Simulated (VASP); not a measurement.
Here is a VASP 6.6.1 calculation.

The input INCAR:

```
SYSTEM = Ni
PREC = Accurate ; ENCUT = 520
EDIFF = 1E-7 ; ISMEAR = -1
SIGMA = 0.05 ; LREAL = .False.
LASPH = .True. ; NELM = 100
ALGO = Normal ; ISIF = 2
LWAVE = .False. ; LCHARG = .True.
LMAXMIX = 4 ; LDAU = .True.
LDAUTYPE = 2 ; LDAUL = 2
LDAUU = 4 ; LDAUJ = 0
LDAUPRINT = 1 ; GGA = CA
LELF = .True. ; LVHAR = .True.
```

Contents of KPOINTS:

```
Automatic mesh
0
Gamma
  10 10 10
  0 0 0
```

POSCAR

```
Ni
1.0
    0.0000000000      1.7375729330      1.7375729330
    1.7375729330      0.0000000000      1.7375729330
    3.4751458660      3.4751458660      0.0000000000
Ni
2
Direct
    0.0000000000      0.0000000000      0.0000000000
    0.0000000000      0.0000000000      0.5000000000
```

Potentials or basis: VASP PAW LDA potentials, release 64 (Ni).

Run with:

```bash
$ cat potpaw_LDA.64/Ni/POTCAR > POTCAR
$ mpirun -np 1 vasp_std > vasp.out
```

Predict the pressure.

-22.4 GPa.

Estimate the band gap on the k mesh.

none (metal or under the smearing width).

Eigenvalues of the final occupation matrices:
| site | spin | trace | eigenvalues |
| --- | --- | --- | --- |
| site 1 d | 1 | 4.29 | 0.83 0.83 0.83 0.90 0.90 |
| site 1 d | 2 | 4.29 | 0.83 0.83 0.83 0.90 0.90 |
| site 2 d | 1 | 4.29 | 0.83 0.83 0.83 0.90 0.90 |
| site 2 d | 2 | 4.29 | 0.83 0.83 0.83 0.90 0.90 |

Caveat: the real-space grid breaks the cell's symmetry a little; the run has no spin polarisation, though such a crystal can be magnetic; U without spin polarisation on a metal has little footing; the U is typed as a test and isn't derived for this compound. Spin polarisation is off, so any magnetic state and its effect on volume and gap are missing.
